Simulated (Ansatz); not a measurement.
# Mo: symmetry broken, then relaxed

Method: DFT PBEsol, scalar-relativistic, plane waves, PAW (Ansatz 0.2.0). Cutoff 420 eV, Γ-centred 8×6×6 k-points, Gaussian smearing of 0.15 eV. No spin polarisation. Energies are free energies at this smearing, counted from the undisturbed cell; pressure is positive in compression.

The undisturbed cell (relaxed at this level):

```xyz
8
Lattice="0.0000 0.0000 -4.9841 5.4847 0.0000 0.0000 -2.7423 -4.7499 0.0000" Properties=species:S:1:pos:R:3 pbc="T T T"
Mo    0.0000    0.0000   -1.2460
Mo    0.0000    0.0000   -3.7381
Mo    2.7423    0.0000   -1.2460
Mo    2.7423    0.0000   -3.7381
Mo   -1.3712   -2.3749   -1.2460
Mo   -1.3712   -2.3749   -3.7381
Mo    1.3712   -2.3749   -1.2460
Mo    1.3712   -2.3749   -3.7381
```

The atoms are displaced (Å, in the unstrained cell):

| atom | ux | uy | uz |
| --- | --- | --- | --- |
| Mo1 | 0.046 | 0.062 | -0.054 |
| Mo2 | 0.046 | 0.062 | -0.054 |
| Mo3 | 0.046 | 0.062 | -0.054 |
| Mo4 | 0.046 | 0.062 | -0.054 |
| Mo5 | 0.046 | 0.062 | -0.054 |
| Mo6 | 0.046 | 0.062 | -0.054 |
| Mo7 | 0.046 | 0.062 | -0.054 |
| Mo8 | -0.320 | -0.432 | 0.376 |

Cell and atoms are then relaxed.

**Question.** Does the relaxation return to the undisturbed structure?

**Answer.** No. It ends 916.9 meV/atom below it. The disturbance itself cost 224.2 meV/atom. The final space group reads Im-3m (tolerance 0.05 Å) and the volume changes by -5.60 %.

Final structure:

```
CELL_PARAMETERS angstrom
-0.43411 -0.75191 -5.34131
5.16926 0.09727 0.47771
-2.66887 -4.62259 -0.95543
ATOMIC_POSITIONS crystal
Mo 0.37500 0.00001 0.00001
Mo 0.87500 0.00001 0.00001
Mo 0.12500 0.50000 0.99998
Mo 0.62498 0.50000 0.00000
Mo 0.37501 0.99999 0.50000
Mo 0.87501 0.99999 0.50000
Mo 0.12500 0.50000 0.50000
Mo 0.62501 0.50000 0.50000
```

The relaxation, step by step (energy from the first step; small jumps at an unchanged geometry come where the plane waves are selected anew for the new cell):

```csv
step,ΔE (meV/atom),largest force component (eV/Å),pressure (GPa)
1,0.0,5.589,11.30
2,-257.7,2.840,-1.02
3,-396.9,2.400,-0.57
4,-529.7,1.882,0.98
5,-688.4,1.118,2.74
6,-798.7,0.970,3.76
7,-845.7,0.420,-2.15
8,-921.1,1.315,-0.74
9,-984.7,2.592,-0.26
10,-1132.3,0.434,1.25
11,-1135.4,0.032,0.34
12,-1135.5,0.002,0.01
13,-1140.8,0.002,0.63
14,-1141.2,0.001,0.02
15,-1141.2,0.001,0.02
```

Cost: 3 runs of about 10 core-minutes in all, on AMD EPYC 9R45 (Zen 5) (shared hosts).